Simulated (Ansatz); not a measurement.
# Hf2CO2 MXene monolayer in a perpendicular field, part 2 of 2

What dipole does a perpendicular field induce in the Hf2CO2 MXene monolayer, and does the gap follow? A positive field points along +c.

Ansatz 0.2.0; plane-wave DFT, PBE-D3(BJ), Ansatz PAW (set soft_1); PAW set soft_1.

So far. Step 2 (Relaxing the slab): The lattice constant a goes from 3.289 to 3.260 Å.

## 3. Atoms held, field 0

A sawtooth potential applies the field, turning back in the middle of the vacuum. With the dipole correction the typed value is the field outside the slab. The induced dipole is small, so the SCF threshold is tight.

The cell differs from the one that the last finished run ended in (c 40.953 → 22.631 Å).

The input, input.yaml:

```yaml
crystal:
  lattice:
    - [3.2603023874, 0.0, 0.0]
    - [-1.6301511937, 2.8235046915, 0.0]
    - [0.0, 0.0, 22.6309391058]
  atoms:
    - { symbol: O, position: [0.3333333333, 0.6666666667, 0.397685662] }
    - { symbol: Hf, position: [0.6666666667, 0.3333333333, 0.439187087] }
    - { symbol: C, position: [0.0, 0.0, 0.5] }
    - { symbol: Hf, position: [0.3333333333, 0.6666666667, 0.560812913] }
    - { symbol: O, position: [0.6666666667, 0.3333333333, 0.602314338] }
kpoints:
  mp_grid: { grid: [18, 18, 1] }
  band_path:
    path: [[0, 0, 0], [0.5, 0, 0], [0.33333333, 0.33333333, 0], [0, 0, 0]]
    npoints: 16
hamiltonian:
  xc: pbe
  dispersion: d3bj
  pseudopotentials: { kind: paw, azcp: { folder: soft_1 } }
scf:
  occupations: { method: fermi_dirac, width: 0.02585 }
  convergence: { dr2_threshold: 1.0e-10 }
efield:
  axis: 3
  dipole_correction: true
  ramp_position: 0.97
  ramp_width: 0.06
  amplitude: 0
output:
  dos: { projected: true, e_range: [-6, 5] }
  write_potential: true
  write_density: true
  volumetric_format: npy
  elf: true
```

The run is started by

```
$ ansatz run input.yaml --threads 2 --pin off --max-ram 3072MiB --backend cpu --events-out ev --progress --plain --runs-dir out
```

Numbers of over 12 decimals in the logs are rounded to 6 here.

Output:

```text
[...]
Crystal: 5 atoms, lattice volume = 208.329 Å³
Basis set: ecut = 420 eV, 4179 PW (Γ)
Bands: 41, of which v1, the nominal top of the filled ones, is band 34 counted from 1 (33 counted from 0)
Symmetry: 6 space group operations
k-points: 37 of 324 (time reversal used)
[...]
SCF iter   1: F=—  HF=-32843.920564 eV  |F-HF|=—  |Δ(HF+E_count)|=         —  Δρ=9.56e-2  dr2=2.39e1  ethr=3.10e-3  p=0.000 e·Å  D=3.88e-14 V/Å  ΔV_dip=-0.00 eV  dr2_dipole=5.20e-9  V_vac-E_F(+/−)=8.90/8.90 eV  ⟨swp⟩=7.5  Hψ=6824  notcnv=0
efield: sawtooth ramp at fractional position 0.9700 (set: `efield.ramp_position`, or a place that a band, a saddle search or an elastic batch's reference lends), width 0.0600; the density the first Hamiltonian is built on has a dipole p = 0.000 e·Å; the dipole correction subtracts the counter field D = 3.88e-14 V/Å, which shifts the + side's vacuum level by -0.00 eV against the − side's; the planar-averaged density in the ramp window peaks in size at 6.5e-6 e/Å³
[...]
SCF iter   2: F=—  HF=-32838.062437 eV  |F-HF|=—  |Δ(HF+E_count)|=    5.86e0  Δρ=4.35e-2  dr2=2.46e0  ethr=3.10e-3  p=-0.000 e·Å  D=-2.45e-5 V/Å  ΔV_dip=0.00 eV  dr2_dipole=2.66e-8  V_vac-E_F(+/−)=6.06/6.06 eV  ⟨swp⟩=4.1  Hψ=4330  notcnv=0  defer=40
[...]
SCF iter  15: F=-32837.525645 eV  HF=-32837.525645 eV  |F-HF|=3.64e-11  |Δ(HF+E_count)|=  1.46e-11  Δρ=1.99e-7  dr2=9.40e-11  ethr=1.00e-12  p=-0.000 e·Å  D=-7.75e-8 V/Å  ΔV_dip=0.00 eV  dr2_dipole=7.96e-14  V_vac-E_F(+/−)=4.90/4.90 eV  ⟨swp⟩=15.7  Hψ=7955  notcnv=0
SCF 1 converged in 15 iterations: F = -32837.525645 eV  dr2 = 9.40e-11
[...]
NSCF: frozen V_eff on 49 k-points
efield: sawtooth ramp at fractional position 0.9700 (kept from the solve that this one continues, or follows in the run), width 0.0600; the density the first Hamiltonian is built on has a dipole p = -0.000 e·Å; the dipole correction subtracts the counter field D = -7.75e-8 V/Å, which shifts the + side's vacuum level by +0.00 eV against the − side's; the planar-averaged density in the ramp window peaks in size at 6.6e-6 e/Å³
[...]
SCF converged after 15 iterations
Free energy (F): -32837.525645 eV
[...]
Internal energy: -32837.525645 eV  (E = F + TS)
E sigma→0 (E₀):  -32837.525645 eV
Fermi energy:    1.355176 eV
Dipole field:    D = 0.000000 V/Å  (p = 0.000000 e·Å, saw-weighted, corrected)
Work function:   Φ+ = 4.8984 eV   Φ− = 4.8985 eV
Levels:          The Fermi level and band energies are counted from a zero that moves with the ramp; work functions are not
[...]
--- Band table (eV; the first three rows and the last of 37) ---
  k-point 0: bands = [... 30 lower, -3.3862, -0.5095, 0.8823, 0.8823, 3.1478, 3.1478, 3.4887, 4.8187, ... 3 higher]
  k-point 1: bands = [... 30 lower, -3.3257, -0.4319, 0.5904, 0.7577, 3.1548, 3.3018, 3.5291, 4.8427, ... 3 higher]
  k-point 2: bands = [... 30 lower, -3.1771, -0.2856, -0.0460, 0.4769, 2.9560, 3.6560, 3.7745, 4.8856, ... 3 higher]
  k-point 36: bands = [... 30 lower, -2.9976, -1.6075, -1.5642, -1.5642, 3.4861, 4.4892, 4.4892, 5.4117, ... 3 higher]
```

The job ended after 34 s (2 threads of Arm Neoverse V2, shared host; peak memory 0.61 GiB).

Numbers from this step:

- gap on the k-mesh: 0.9694 eV
- dipole along the normal: 3.39e-7 e·Å
- gap along the path: 0.9694 eV
- smallest direct gap along the path: 2.116 eV
- ionisation energy, upper face: 5.371 eV
- electron affinity, upper face: 4.402 eV
- gap, the smaller of path and mesh: 0.9694 eV

Running mean over a fixed 2.7 Å (it still follows the layers) of the planar mean; the ramp of the sawtooth is left out. The electron's electrostatic potential energy less the Fermi level by z:

```csv
z (Å),electron's electrostatic potential energy less the Fermi level (eV)
3.0,4.90
3.5,4.90
4.0,4.90
4.5,4.90
5.0,4.90
5.5,4.90
6.0,4.89
6.5,4.85
7.0,4.62
7.5,3.35
8.0,0.613
8.5,-2.59
9.0,-5.61
9.5,-7.87
10.0,-9.26
10.5,-9.15
11.0,-8.43
11.5,-8.39
12.0,-8.92
12.5,-9.40
13.0,-8.32
13.5,-6.30
14.0,-3.41
14.5,-0.238
15.0,2.75
15.5,4.44
16.0,4.82
16.5,4.88
17.0,4.90
17.5,4.90
18.0,4.90
18.5,4.90
19.0,4.90
19.5,4.90
```

The density of states has structure finer than the step of the table below, so its rows give means over 0.2 eV, whole bins alone (the curve runs from -6 to 2.49 eV). Peaks (eV: height): -5.78: 5.83, -5.39: 10.5, -4.84: 16.7, -4.48: 14.6, -4.43: 12.5, -4.29: 9.54, -2.00: 9.03.

Density of states against energy, zero at the Fermi level of the run, which the smearing sets inside the gap; means over each step:

```csv
energy (eV),density of states (states/eV a cell)
-5.8,3.12
-5.6,3.69
-5.4,5.72
-5.2,4.37
-5.0,6.34
-4.8,9.93
-4.6,4.78
-4.4,9.14
-4.2,3.26
-4.0,0
-3.8,0
-3.6,0.441
-3.4,1.60
-3.2,2.47
-3.0,3.62
-2.8,2.14
-2.6,1.84
-2.4,2.04
-2.2,2.87
-2.0,4.19
-1.8,3.53
-1.6,2.95
-1.4,1.16
-1.2,0.587
-1.0,0.407
-0.8,0.343
-0.6,0.234
-0.4,0.00745
-0.2,0
0.0,0
0.2,0
0.4,0.0114
0.6,0.779
0.8,1.02
1.0,1.24
1.2,1.48
1.4,2.09
1.6,1.69
1.8,1.48
2.0,0.791
2.2,0.660
```

Projected DOS per atom over height of the atomic layer and energy from the Fermi level. Layers: O Hf C Hf O from below.

Values in states/eV, 22 rows by 5 columns, each cell a mean:
```
0.04 0.28 0.05 0.28 0.04
0.06 0.42 0.06 0.42 0.06
0.13 0.74 0.12 0.74 0.13
0.13 0.49 0.08 0.49 0.13
0.12 0.32 0.04 0.32 0.12
0.01 0.02 0.00 0.02 0.01
0.00 0.00 0.00 0.00 0.00
0.01 0.01 0.04 0.01 0.01
0.03 0.04 0.19 0.04 0.03
0.06 0.08 0.31 0.08 0.06
0.37 0.31 1.34 0.31 0.37
0.47 0.45 1.83 0.45 0.47
0.24 0.32 1.08 0.32 0.24
0.25 0.29 0.85 0.29 0.25
0.46 0.45 1.09 0.45 0.46
0.13 0.15 0.43 0.15 0.13
0.00 0.00 0.00 0.00 0.00
2.35 0.42 0.34 0.42 2.35
2.50 0.76 0.47 0.76 2.50
2.24 0.85 0.38 0.85 2.24
1.59 0.67 0.20 0.67 1.59
0.95 0.50 0.23 0.50 0.95
```
Columns: height of the atomic layer (Å) from 9 to 13.6 (not evenly spaced); rows upwards: energy from the Fermi level (eV) from -5.96 to 2.41.

The electronic bands at the labelled points (eV, zero at the Fermi level of the run, which the smearing sets inside the gap):

```csv
point,band 31,band 32,band 33,band 34,band 35,band 36,band 37,band 38
Γ,-4.74,-1.86,-0.47,-0.47,1.79,1.79,2.13,3.46
halfway,-4.39,-2.95,-1.65,-1.52,1.01,3.06,3.20,3.88
M,-4.23,-3.58,-1.97,-1.62,0.50,3.06,4.28,4.38
halfway,-4.24,-3.39,-2.56,-2.21,1.43,3.24,3.56,4.07
K,-4.35,-2.96,-2.92,-2.92,2.13,3.13,3.13,4.06
halfway,-4.43,-2.94,-2.22,-1.73,1.51,2.62,3.62,3.67
Γ,-4.74,-1.86,-0.47,-0.47,1.79,1.79,2.13,3.46
```

Electrostatic potential energy in the ca plane at fractional y = 0.333, with atoms of Hf and O within 0.2 Å of it. With pseudopotentials it is smooth inside the atoms' cores, unlike the true potential.

Values in eV, 5 rows by 16 columns, each cell a mean:
```
  6   6   6   6   6   6   5  -5 -26 -10   1  -4  -9   6   6   6
  6   6   6   6   6   6   4 -12 -25 -18   2 -10 -28   5   6   6
  6   6   6   6   6   6   5  -5 -26 -10   1  -5 -10   6   6   6
  6   6   6   6   6   6   6   2  -4   0  -3 -11   1   6   6   6
  6   6   6   6   6   6   6   2  -3   0  -3 -11   1   6   6   6
```
Columns run along c (16.0 Å, from fractional 0.06 to 0.77 of the cell; values clipped at the 3rd and 97th percentile), rows up along a (3.3 Å). Atoms in or near the plane, at fractional coordinates: Hf at (0.44, 0.67), O at (0.60, 0.67).

Valence density in the ca plane at fractional y = 0.333, with atoms of Hf and O within 0.2 Å of it. It is the smooth field of the valence electrons, not physical close to the nuclei.

Ten steps, logarithmic in the rise over the least value, from '0' (0 e/Å³) to '9' (45 e/Å³), each cell a mean:
```
00000000000000000012331110001122100000000000
00000000000000000036873100001354200000000000
00000000000000000038994100001465310000000000
00000000000000000026773100001344200000000000
00000000000000000012321110001121100000000000
00000000000000000111111111111100000000000000
00000000000000000111001111111100000000000000
00000000000000000111111111111100000000000000
```
Columns run along c (16.0 Å, from fractional 0.12 to 0.82 of the cell), rows up along a (3.3 Å). Atoms in or near the plane, at fractional coordinates: Hf at (0.44, 0.67), O at (0.60, 0.67).

ELF in the ca plane at fractional y = 0.333, with atoms of Hf and O within 0.2 Å of it. It is the smooth field of the valence electrons, not physical close to the nuclei.

Ten even steps from '0' (0.00) to '9' (0.85), each cell a mean:
```
00000000000000011124652354212578752100000000
00000000000000000159996112126888974100000000
00000000000000000169997211127856985200000000
00000000000000000148995122115889974100000000
00000000000000012223542354212478752000000000
00000000000000135642114776222112210000000000
00000000000000146774226886333200000000000000
00000000000000135542113675211123310000000000
```
Columns run along c (16.0 Å, from fractional 0.12 to 0.82 of the cell), rows up along a (3.3 Å). Atoms in or near the plane, at fractional coordinates: Hf at (0.44, 0.67), O at (0.60, 0.67).

The gap is 0.97 eV, with the valence edge 5.37 eV and the conduction edge 4.40 eV under the upper vacuum level. Spin-orbit coupling, left out in this run, matters for the bands of elements this heavy.

## 4. Single point, field 0.1 V/Å

input.yaml: that of step 3 with these lines changed.

```diff
@@ -26,7 +26,6 @@
   dipole_correction: true
-  ramp_position: 0.97
-  ramp_width: 0.06
-  amplitude: 0
+  ramp_position: 0.9342
+  ramp_width: 0.1316
+  amplitude: 0.1
 output:
-  dos: { projected: true, e_range: [-6, 5] }
   write_potential: true
@@ -34,2 +33 @@
   volumetric_format: npy
-  elf: true
```

Output:

```text
[...]
Crystal: 5 atoms, lattice volume = 208.329 Å³
Basis set: ecut = 420 eV, 4179 PW (Γ)
Bands: 41, of which v1, the nominal top of the filled ones, is band 34 counted from 1 (33 counted from 0)
Symmetry: 6 space group operations
k-points: 37 of 324 (time reversal used)
[...]
k-point 0: bands = [... 30 lower, -3.3862, -0.5098, 0.8820, 0.8820, 3.1474, 3.1474, 3.4883, 4.8185, ... 3 higher]
  k-point 1: bands = [... 30 lower, -3.3258, -0.4321, 0.5901, 0.7574, 3.1544, 3.3015, 3.5286, 4.8414, ... 3 higher]
  k-point 2: bands = [... 30 lower, -3.1771, -0.2859, -0.0463, 0.4766, 2.9556, 3.6557, 3.7739, 4.8764, ... 3 higher]
  k-point 36: bands = [... 30 lower, -2.9904, -1.6078, -1.5717, -1.5569, 3.4858, 4.4721, 4.5055, 5.4115, ... 3 higher]
[key lines of the parts left out:]
SCF converged after 16 iterations
Free energy (F): -32837.527053 eV
Fermi energy:    1.354852 eV
Dipole field:    D = 0.024447 V/Å  (p = 0.028146 e·Å, saw-weighted, corrected)
```

The job ended after 34 s (2 threads; peak memory 0.58 GiB).

The dipole is 0.0281 e·Å, and the gap 0.969 eV.

## 5. Atoms held, field -0.1 V/Å

input.yaml: that of step 4 with these lines changed.

```diff
@@ -28,3 +28,3 @@
   ramp_width: 0.1316
-  amplitude: 0.1
+  amplitude: -0.1
 output:
```

Output:

```text
[...]
Crystal: 5 atoms, lattice volume = 208.329 Å³
Basis set: ecut = 420 eV, 4179 PW (Γ)
Bands: 41, of which v1, the nominal top of the filled ones, is band 34 counted from 1 (33 counted from 0)
Symmetry: 6 space group operations
k-points: 37 of 324 (time reversal used)
[...]
k-point 0: bands = [... 30 lower, -3.3862, -0.5098, 0.8820, 0.8820, 3.1474, 3.1474, 3.4883, 4.8185, ... 3 higher]
  k-point 1: bands = [... 30 lower, -3.3258, -0.4321, 0.5901, 0.7574, 3.1544, 3.3015, 3.5286, 4.8414, ... 3 higher]
  k-point 2: bands = [... 30 lower, -3.1771, -0.2859, -0.0463, 0.4766, 2.9556, 3.6557, 3.7739, 4.8764, ... 3 higher]
  k-point 36: bands = [... 30 lower, -2.9904, -1.6078, -1.5717, -1.5569, 3.4858, 4.4721, 4.5055, 5.4115, ... 3 higher]
[key lines of the parts left out:]
SCF converged after 16 iterations
Free energy (F): -32837.527053 eV
Fermi energy:    1.354852 eV
Dipole field:    D = -0.024448 V/Å  (p = -0.028147 e·Å, saw-weighted, corrected)
```

It took 36 s on 2 threads; peak memory 0.59 GiB.

The dipole is -0.0281 e·Å, and the gap 0.969 eV.

## 6. Response, atoms held

This step: plane-wave DFT, PBE-D3(BJ), Ansatz PAW (set soft_1); response to a field along the normal, atoms held; PAW set soft_1 (Ansatz 0.2.0).

The dipoles give the slope, and the difference of two potentials shows where the field is screened.

This step gave:

```yaml
equivalent_conductor_thickness_p_eps_0ae: 5.533 Å
distance_between_the_outer_atoms: 4.631 Å
```

The dipole of the cell by applied field:

```csv
applied field (V/Å),dipole of the cell (e·Å)
-0.1000,-0.0281
0.0000,3.4e-7
0.1000,0.0281
```

Local field over the applied field, running mean. From the potentials at -0.1 and 0.1 V/Å; running mean over 2.5 Å. Table of local field over applied field by z:

```csv
z (Å),local field over applied field
4.5,1.000
5.0,0.999
5.5,0.997
6.0,0.990
6.5,0.969
7.0,0.912
7.5,0.801
8.0,0.651
8.5,0.483
9.0,0.325
9.5,0.198
10.0,0.119
10.5,0.0774
11.0,0.0671
11.5,0.0673
12.0,0.0721
12.5,0.105
13.0,0.172
13.5,0.288
14.0,0.439
14.5,0.608
15.0,0.764
15.5,0.889
16.0,0.959
16.5,0.987
17.0,0.996
17.5,0.999
18.0,1.000
18.5,1.000
```

The induced electron density oscillates, so the rows of the table below give means over windows of 0.5 Å about each position, cut where the curve ends. Its maxima inside the range that stand out by 2 % of the span (Å: e/Å³ per V/Å): 8.35: 0.00356, 9.19: 0.00182, 10.61: 7.6e-4, 12.59: 2.0e-4, 13.72: -0.00139. Its minima: 8.91: 0.00139, 10.04: -2.0e-4, 12.02: -7.6e-4, 13.44: -0.00182, 14.29: -0.00356.

Electrons, planar mean, per unit field. Induced electron density against z; means over each step:

z (Å), induced electron density (e/Å³ per V/Å) and a bar from the least value:
```
      4.5    0.00000 ###############
      5.0    0.00000 ###############
      5.5    0.00001 ###############
      6.0    0.00004 ################
      6.5    0.00014 ################
      7.0    0.00044 ##################
      7.5    0.00124 ######################
      8.0    0.00274 #############################
      8.5    0.00295 ##############################
      9.0    0.00162 #######################
      9.5    0.00076 ###################
     10.0   -0.00005 ###############
     10.5    0.00053 ##################
     11.0    0.00025 #################
     11.5   -0.00011 ###############
     12.0   -0.00061 ############
     12.5    0.00001 ###############
     13.0   -0.00041 #############
     13.5   -0.00157 ########
     14.0   -0.00246 ###
     14.5   -0.00309 
     15.0   -0.00158 #######
     15.5   -0.00058 ############
     16.0   -0.00019 ##############
     16.5   -0.00006 ###############
     17.0   -0.00002 ###############
     17.5    0.00000 ###############
     18.0    0.00000 ###############
     18.5    0.00000 ###############
```

The smaller of the gaps on the path and on the k-mesh, counted as 0 under 0.03 eV. The gap stays at 0.969 eV for applied field from -0.1 to 0.1 V/Å.

By hand: between -0.1 and 0.1 V/Å the dipole changes by 0.05629 e·Å, a slope of 0.2815 e·Å²/V. A perfect conductor of thickness t has p = ε₀AEt, so t = 180.95 × 0.2815 / 9.205 = 5.53 Å (e/ε₀ = 180.95 V·Å, A in Å²).

The induced dipole is that of a conductor 5.53 Å thick.

## 7. What came out

| Property | Result |
| --- | --- |
| gap without field | 0.969 eV |
| ionisation energy, upper face | 5.37 eV |
| electron affinity, upper face | 4.40 eV |
| equivalent conductor thickness, atoms held | 5.53 Å |

What this shows: The induced dipole equals that of a perfect conductor 5.53 Å thick, while the outer atoms lie 4.63 Å apart; an out-of-plane ε follows only once a thickness t is chosen, by 1 − 1/ε = 5.53 Å / t. The gap stays within 0.01 eV of 0.97 eV over the fields run, up to 0.1 V/Å in size. Semilocal functionals give gaps that are too small, and excitons are not included. Spin-orbit coupling is left out, which matters for the bands of elements this heavy. The MXene's terminations sit over the metal atoms of its far layer; the site over carbon or nitrogen, which some compounds prefer, was not run.

[Logs are printed without paths, hosts, clocks, repeated set-up lines and the standing remarks that a program may print on its own settings, such as how far it seeks lower states.]

[Hosts, paths, dates, database ids (printed as entryN), source tags and the programs' standing remarks are cut or masked in the printed files.]

[Maps of the electrostatic potential energy from Ansatz leave out the sawtooth potential of an applied field or a dipole correction, so their vacuum need not be flat; planar profiles and work functions include it.]

[The density of states shown here was stored with 400 of the rows of the run's finer table, so its peaks can read low, often by over a quarter, or be missed, and its means over a window can be off by a tenth or more.]
